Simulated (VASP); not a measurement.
# Sb (R-3m) in VASP: settings compared, part 3 of 3

VASP 6.6.1. Earlier steps stand in the parts before.

## (5) Phonons, PBE+D3(BJ), target pressure 1 GPa, at which the enthalpy is minimised

This run uses another cell than the first one, of 29.18 Å³/atom, 0.980 times its volume.

File POSCAR:

```
Sb
1.0
    2.1521654687      1.2425533127      3.6378709329
   -2.1521654687      1.2425533127      3.6378709329
    0.0000000000     -2.4851066254      3.6378709329
  Sb
     2
Direct
     0.2373829597028177    0.2373829597028177    0.2373829597028177
     0.7626170402971824    0.7626170402971824    0.7626170402971824
```

File INCAR.step1:

```
PREC = Accurate
ENCUT = 600
EDIFF = 1E-8
ISMEAR = 1
SIGMA = 0.2
LREAL = F
LASPH = T
NELM = 80
ALGO = Fast
ISIF = 3
LWAVE = F
LCHARG = F
GGA = PE
IVDW = 12
PSTRESS = 10.0
KPAR = 2
IBRION = 2
NSW = 40
EDIFFG = -0.002
```

File INCAR.step2:

```
PREC = Accurate
ENCUT = 600
EDIFF = 1E-8
ISMEAR = 1
SIGMA = 0.2
LREAL = F
LASPH = T
NELM = 80
ALGO = Fast
ISIF = 2
LWAVE = F
LCHARG = F
GGA = PE
IVDW = 12
PSTRESS = 10.0
KPAR = 2
IBRION = 6
NFREE = 2
POTIM = 0.015
NSW = 1
```

File KPOINTS:

```
Automatic mesh
0
Gamma
  19 19 19
```

Potentials or basis: VASP PAW PBE potentials, release 64 (Sb).

Started as:

```sh
> cat potpaw_PBE.64/Sb/POTCAR > POTCAR
> cp INCAR.step1 INCAR
> mpirun -np 2 vasp_std > vasp.out
> cp CONTCAR POSCAR
> cp INCAR.step2 INCAR
> mpirun -np 2 vasp_std > vasp.out
```

OUTCAR:

```text
PREC = Accurate
   ENCUT = 600
   EDIFF = 1E-8
   ISMEAR = 1
   LREAL = F
   LASPH = T
   NELM = 80
   ISIF = 2
   GGA = PE
   IVDW = 12
   PSTRESS = 10.0
   IBRION = 6
   NFREE = 2
   POTIM = 0.015
   NSW = 1
 IVDW          = 12

 ion  position               nearest neighbor table
   1  0.238  0.238  0.238-   2 2.93   2 2.93   2 2.93   2 3.23   2 3.23   2 3.23
   2  0.762  0.762  0.762-   1 2.93   1 2.93   1 2.93   1 3.23   1 3.23   1 3.23

  LATTYP: Found a trigonal (rhomboedric) cell.
 ALAT       =     4.3912575339
 COS(alpha) =     0.5196026708

  Lattice vectors:

 A1 = (   2.1521582499,   1.2425491449,   3.6204183762)
 A2 = (  -2.1521582499,   1.2425491449,   3.6204183762)
 A3 = (   0.0000000000,  -2.4850982898,   3.6204183762)

Analysis of symmetry for initial positions (statically):
=====================================================================
 Subroutine PRICEL returns:
 Original cell was already a primitive cell.
[... 650 lines left out ...]

 Edisp (eV)   -0.98423

 E8    (eV) :    -0.4592
[... 29 lines left out ...]
  energy  without entropy=       -9.1993949525  energy(sigma->0) =       -9.19788188

  enthalpy is  TOTEN    =        -8.8345592417 eV   P V=        0.3625661088

 INTERNAL STRAIN TENSORS FROM DISPLACED ATOMS
 ============================================

 INTERNAL STRAIN TENSOR FOR ION    1 for displacements in x,y,z  (eV/Angst):
          X           Y           Z          XY          YZ          ZX
  --------------------------------------------------------------------------------
  x     0.00000     0.00000     0.00000     0.58982     0.00000    -2.98319
  y     0.58982    -0.58982     0.00000     0.00000    -2.98319     0.00000
  z    -3.59401    -3.59401    -5.70999     0.00000     0.00000     0.00000

 INTERNAL STRAIN TENSOR FOR ION    2 for displacements in x,y,z  (eV/Angst):
          X           Y           Z          XY          YZ          ZX
  --------------------------------------------------------------------------------
  x     0.00000     0.00000     0.00000    -0.58982     0.00000     2.98319
  y    -0.58982     0.58982    -0.00000     0.00000     2.98319     0.00000
  z     3.59401     3.59401     5.70999     0.00000     0.00000     0.00000

 Eigenvectors and eigenvalues of the dynamical matrix
 ----------------------------------------------------

   1 f  =    4.016543 THz    25.236685 2PiTHz  133.977459 cm-1    16.611080 meV
             X         Y         Z           dx          dy          dz
      0.000000  0.000000  2.586565     0.000000    0.000000    0.707107
      0.000000  0.000000  8.274690     0.000000   -0.000000   -0.707107
[... 16 lines left out ...]
   5 f  =    0.000000 THz     0.000000 2PiTHz    0.000001 cm-1     0.000000 meV
             X         Y         Z           dx          dy          dz
      0.000000  0.000000  2.586565     0.098604   -0.230670    0.661112
      0.000000  0.000000  8.274690     0.098604   -0.230670    0.661112

   6 f/i=    0.000000 THz     0.000000 2PiTHz    0.000001 cm-1     0.000000 meV
             X         Y         Z           dx          dy          dz
      0.000000  0.000000  2.586565     0.020237   -0.666417   -0.235540
      0.000000  0.000000  8.274690     0.020237   -0.666417   -0.235540

 ELASTIC MODULI CONTR FROM IONIC RELAXATION (kBar)
 Direction    XX          YY          ZZ          XY          YZ          ZX
 --------------------------------------------------------------------------------
 XX         -95.1595    -82.1612   -140.8592      0.0000     32.8713     -0.0000
 YY         -82.1612    -95.1595   -140.8592     -0.0000    -32.8713      0.0000
 ZZ        -140.8592   -140.8592   -223.7902      0.0000      0.0000     -0.0000
 XY           0.0000     -0.0000      0.0000     -6.4991     -0.0000     32.8713
 YZ          32.8713    -32.8713      0.0000     -0.0000   -166.2564      0.0000
 ZX          -0.0000      0.0000     -0.0000     32.8713      0.0000   -166.2564
 --------------------------------------------------------------------------------
```

It took 24 min on 2 MPI ranks of Intel Xeon 6975P-C (Granite Rapids), shared host; peak memory 3 GiB.

Results:

```
Relaxed volume                         : 29.04 Å³/atom
Relaxed cell                           : a = 4.391 Å, b = 4.391 Å, c = 4.391 Å, α = 58.69°, β = 58.69°, γ = 58.69°
Space group after relaxing (to 0.05 Å) : R-3m (No. 166)
Highest phonon frequency at Γ          : 134 cm⁻¹
Dispersion energy per atom             : -0.492 eV
```

Step by step:
| step | energy change (eV) | largest force (eV/Å) | pressure (GPa) | volume (Å³) |
| --- | --- | --- | --- | --- |
| 1 | 0.0000 | 0.0411 | 0.92 | 58.37 |
| 2 | 0.0006 | 0.0345 | 1.00 | 58.25 |
| 3 | 0.0014 | 0.0265 | 1.11 | 58.10 |
| 4 | 0.0017 | 0.0235 | 1.15 | 58.04 |
| 5 | 0.0014 | 0.0067 | 1.05 | 58.08 |
| 6 | 0.0012 | 0.0075 | 0.97 | 58.12 |
| 7 | 0.0012 | 0.0034 | 0.99 | 58.11 |
| 8 | 0.0012 | 0.0026 | 1.00 | 58.10 |
| 9 | 0.0013 | 0.0013 | 1.00 | 58.09 |
| 10 | 0.0013 | 0.0014 | 1.01 | 58.08 |
| 11 | 0.0013 | 0.0002 | 1.00 | 58.09 |

Final structure:
```xyz
2
Lattice="2.1522 1.2425 3.6204 -2.1522 1.2425 3.6204 0.0000 -2.4851 3.6204" Properties=species:S:1:pos:R:3 pbc="T T T"
Sb    0.0000    0.0000    2.5866
Sb    0.0000    0.0000    8.2747
```

Phonon frequencies in cm⁻¹ (negative: imaginary):
| q point | frequencies |
| --- | --- |
| (0.000, 0.000, 0.000) | 0 0 0 81 81 134 |

## (6) Elastic constants, PBE+D3(BJ)

File POSCAR:

```
Sb
1.0
    2.1620827598      1.2482790634      3.6767993549
   -2.1620827598      1.2482790634      3.6767993549
    0.0000000000     -2.4965581268      3.6767993549
  Sb
     2
Direct
     0.2364761918538211    0.2364761918538211    0.2364761918538211
     0.7635238081461789    0.7635238081461789    0.7635238081461789
```

File INCAR.step1:

```
SYSTEM = Sb
ALGO = Fast
EDIFF = 1E-8
EDIFFG = -0.002
ENCUT = 600
GGA = PE
IBRION = 2
ISIF = 3
ISMEAR = 1
IVDW = 12
KPAR = 2
LASPH = .True.
LCHARG = .False.
LREAL = .False.
LWAVE = .False.
NELM = 80
NSW = 40
PREC = Accurate
SIGMA = 0.2
```

File INCAR.step2:

```
SYSTEM = Sb
ALGO = Fast
EDIFF = 1E-8
ENCUT = 600
GGA = PE
IBRION = 6
ISIF = 3
ISMEAR = 1
IVDW = 12
KPAR = 2
LASPH = .True.
LCHARG = .False.
LREAL = .False.
LWAVE = .False.
NELM = 80
NFREE = 2
NSW = 1
POTIM = 0.015
PREC = Accurate
SIGMA = 0.2
```

File KPOINTS:

```
k-points
0
Gamma
  19 19 19
  0 0 0
```

Potentials or basis: VASP PAW PBE potentials, release 64 (Sb).

Started as:

```sh
> cat potpaw_PBE.64/Sb/POTCAR > POTCAR
> cp INCAR.step1 INCAR
> mpirun -np 2 vasp_std > vasp.out
> cp CONTCAR POSCAR
> cp INCAR.step2 INCAR
> mpirun -np 2 vasp_std > vasp.out
```

It took 56 min on 2 MPI ranks of Intel Xeon 6975P-C (Granite Rapids), shared host; peak memory 3.3 GiB.

The run converged. Its results:

- Relaxed volume: 29.68 Å³/atom
- Relaxed cell: a = 4.435 Å, b = 4.435 Å, c = 4.435 Å, α = 58.36°, β = 58.36°, γ = 58.36°
- Space group after relaxing (to 0.05 Å): R-3m (No. 166)
- Voigt bulk modulus: 47 GPa
- Highest phonon frequency at Γ: 138 cm⁻¹
- Dispersion energy per atom: -0.481 eV

The path:
```tsv
step	energy change (eV)	largest force (eV/Å)	pressure (GPa)	volume (Å³)
1	0.0000	0.0294	-0.02	59.54
2	-0.0001	0.0200	-0.03	59.51
3	-0.0002	0.0043	-0.04	59.42
4	-0.0002	0.0031	0.05	59.32
5	-0.0002	0.0007	0.02	59.35
6	-0.0002	0.0007	0.01	59.36
```

Final structure:
```
CELL_PARAMETERS angstrom
2.16223 1.24836 3.66508
-2.16223 1.24836 3.66508
0.00000 -2.49673 3.66508
ATOMIC_POSITIONS crystal
Sb 0.23698 0.23698 0.23698
Sb 0.76302 0.76302 0.76302
```

Phonon frequencies in cm⁻¹ (negative: imaginary):
```csv
q point,frequencies
"(0.000, 0.000, 0.000)",0 0 0 87 87 138
```

Elastic tensor in Voigt notation (GPa, in the Cartesian axes of the cell as first typed):
```
102  27  28 -27   0   0
 27 102  28  27   0   0
 28  28  54   0   0   0
-27  27   0  46   0   0
  0   0   0   0  46 -27
  0   0   0   0 -27  38
```

Clamped-ion elastic tensor (GPa):
```
112  35  42 -32   0   0
 35 112  42  32   0   0
 42  42  77   0   0   0
-32  32   0  66   0   0
  0   0   0   0  66 -32
  0   0   0   0 -32  39
```
